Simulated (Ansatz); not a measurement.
## N, one cell by several methods

```
CELL_PARAMETERS angstrom
3.62900 0.00000 0.00000
-1.81450 3.14281 0.00000
0.00000 0.00000 5.94890
ATOMIC_POSITIONS crystal
N 0.33333 0.66667 0.25000
N 0.66667 0.33333 0.75000
```

Atom numbers follow the list: N1, N2.

Conventional cell: a = 3.629 Å, b = 3.629 Å, c = 5.949 Å, α = 90.00°, β = 90.00°, γ = 120.00°. Around N (atom 1) lie 12 N at 3.63 to 3.64 Å.

The cell comes from COD entry 1539196, which wasn't checked; take it as a given geometry. The listed cell was then made from it by scaling, straining or moving an atom.

Methods: DFT, PBEsol, PAW with Ansatz's default frozen-core files, scalar-relativistic (Ansatz 0.2.0); DFT, PBEsol, all-electron PAW with datasets made for the crystal, scalar-relativistic (Ansatz 0.2.0); DFT, PBEsol, all-electron LAPW, scalar-relativistic (Ansatz 0.2.0).

For PAW: a Γ-centred 10×10×5 k mesh, Fermi–Dirac smearing of 0.02 eV, cutoff 420 eV, no spin polarisation; the PAW files were made with PBE, and the program remakes their frozen cores for this functional. The crystal-made all-electron datasets (AE datasets) take a cutoff of 160 eV at this cell. LAPW targets a basis error of 0.5 meV/atom. The Ansatz runs share mesh, smearing and spin set-up. Plane-wave (PAW) pressures include the program's estimate of the Pulay term.

Stress and pressure are positive in compression.

| quantity | PAW | AE datasets | LAPW |
| --- | --- | --- | --- |
| pressure (GPa) | -7.56 | -7.55 | -7.55 |
| stress xx (GPa) | -7.65 | -7.64 | -7.65 |
| stress zz (GPa) | -7.37 | -7.37 | -7.37 |

PAW's pressure differs from the LAPW value by about 0.01 GPa or less.
